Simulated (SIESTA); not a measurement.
Set up this calculation in SIESTA 5.4.2, as the native input.

| Item | Value |
| --- | --- |
| Task | relaxation of cell and atoms |
| Functional | PBE |
| Potentials or basis | PseudoDojo 0.4 standard (PBE files) |
| Basis | DZ (energy shift 0.003 Ry; two zetas on semicore shells) |
| Grid cutoff | 500 Ry |
| Energy shift | 0.003 Ry |
| k mesh | 8 × 8 × 8 |
| Occupations | fermi-dirac, width 0.05 eV |
| Spin | no spin polarisation |
| optimiser | Broyden |
| force tolerance | 0.01 eV/Å |

The system is Sb.

```
CELL_PARAMETERS angstrom
3.16000 0.00000 0.00000
0.00000 3.16000 0.00000
0.00000 0.00000 3.16000
ATOMIC_POSITIONS crystal
Sb 0.00000 0.00000 0.00000
```

This isn't the form of Sb at room conditions, which is rhombohedral.

The input as run:

Sb.fdf

```
SystemName                      Antimony
SystemLabel                     Sb
NumberOfSpecies                 1
NumberOfAtoms                   1
%block ChemicalSpeciesLabel
  1  51 Sb
%endblock ChemicalSpeciesLabel

LatticeConstant                 1.0 Ang
%block LatticeVectors
     3.1600000000     0.0000000000     0.0000000000
     0.0000000000     3.1600000000     0.0000000000
     0.0000000000     0.0000000000     3.1600000000
%endblock LatticeVectors
AtomicCoordinatesFormat         Ang
%block AtomicCoordinatesAndAtomicSpecies
     0.0000000000     0.0000000000     0.0000000000  1
%endblock AtomicCoordinatesAndAtomicSpecies

%block kgrid.MonkhorstPack
    8   0   0  0.0
    0   8   0  0.0
    0   0   8  0.0
%endblock kgrid.MonkhorstPack
XC.Functional                   GGA
XC.Authors                      PBE
PAO.BasisSize                   DZ
PAO.EnergyShift                 0.003 Ry
Mesh.Cutoff                     500 Ry
OccupationFunction              FD
ElectronicTemperature           0.05 eV
MaxSCFIterations                120
SCF.MustConverge                false
SCF.Mixer.Method                Pulay
SCF.Mixer.Weight                0.25
SCF.Mixer.History               8
SCF.DM.Tolerance                5.0e-05
SCF.H.Tolerance                 1.0e-03 eV
WriteForces                     true
Charge.Mulliken                 end
Charge.Hirshfeld                end
Charge.Voronoi                  end
SaveRho                         true
SaveElectrostaticPotential      true
MD.TypeOfRun                    Broyden
MD.Steps                        40
MD.MaxForceTol                  0.01 eV/Ang
MD.MaxDispl                     0.1 Ang
WriteCoorStep                   true
AtomCoorFormatOut               Fractional
MD.VariableCell                 true
MD.MaxStressTol                 0.1 GPa
%block PAO.Basis
  Sb 3
  n=5 0 2
    5.984 0.000
  n=5 1 2
    7.890 0.000
  n=4 2 2
    3.483 0.000
%endblock PAO.Basis
```

Potentials or basis: PseudoDojo 0.4 standard (PBE files), DZ (energy shift 0.003 Ry; two zetas on semicore shells).

Launch:

```console
$ siesta < Sb.fdf > Sb.out 2>&1
```

It gave:

```
Relaxed volume                         : 31.09 Å³/atom
Relaxed cell                           : a = 3.144 Å, b = 3.144 Å, c = 3.144 Å, α = 90.00°, β = 90.00°, γ = 90.00°
Space group after relaxing (to 0.05 Å) : Pm-3m (No. 221)
Energy gained by relaxing              : 1.5 meV/atom
Ionic steps                            : 3
Pressure after relaxing                : 0.0 GPa
Band gap on the k mesh                 : none (metal or under the smearing width)
```

Caveat: the basis has no polarisation orbitals; the basis of atomic orbitals isn't converged, which shifts pressures, moduli and gaps.

It took 13 s on 1 thread of Intel(R) Xeon(R) 6975P-C (Granite Rapids), with other jobs on the host, peak memory 0.2 GiB.
